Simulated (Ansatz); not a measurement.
**NiSi$_{2}$ under pressure: fit and missing row**

NiSi$_{2}$, Fm-3m, a = 5.447 Å. Ansatz: PBE, PAW, 420 eV, Γ-centred 14×14×14 mesh on 3 atoms, Gaussian smearing 0.10 eV; no spin polarisation. Cell and atoms are relaxed at each pressure, and no other structure is tried, so the rows at high pressure may lie past a change of phase.

```tsv
V (Å³/atom)	P (GPa)
9.913	90.01
10.896	50.00
11.833	25.01
12.546	12.00
?	4.05
13.376	1.00
13.466	0.01
13.561	-1.00
```

Q: Take V0 = 13.466 Å³/atom, count pressures from its P0 = 0.01 GPa, fit the third-order Birch–Murnaghan form to the other rows, and predict the missing volume.

A: With the Eulerian strain f = ½[(V0/V)^(2/3) − 1] and y = (P − P0)/[3f(1 + 2f)^(5/2)], the form is the line y = B0 + 1.5 B0 (B0′ − 4) f. Rows (f, y): 0.11328, 158.9; 0.07582, 154.4; 0.04500, 149.3; 0.02415, 147.1; 0.00224, 145.7; -0.00234, 145.6. Means f = 0.04303, y = 150.17; Σ(Δf)² = 0.01009, ΣΔfΔy = 1.198; the slope is their ratio. y = 145.1 + 118.7 f GPa, so B0 = 145.1 GPa and B0′ = 4 + 2 × (118.7)/(3 × 145.1) = 4.55. P = 4.05 GPa is met at f = 0.00882 (y = 146.15), so V = V0 (1 + 2f)^(−3/2) = 13.117 Å³/atom. The run gave 13.117 Å³/atom, the same to the digits shown.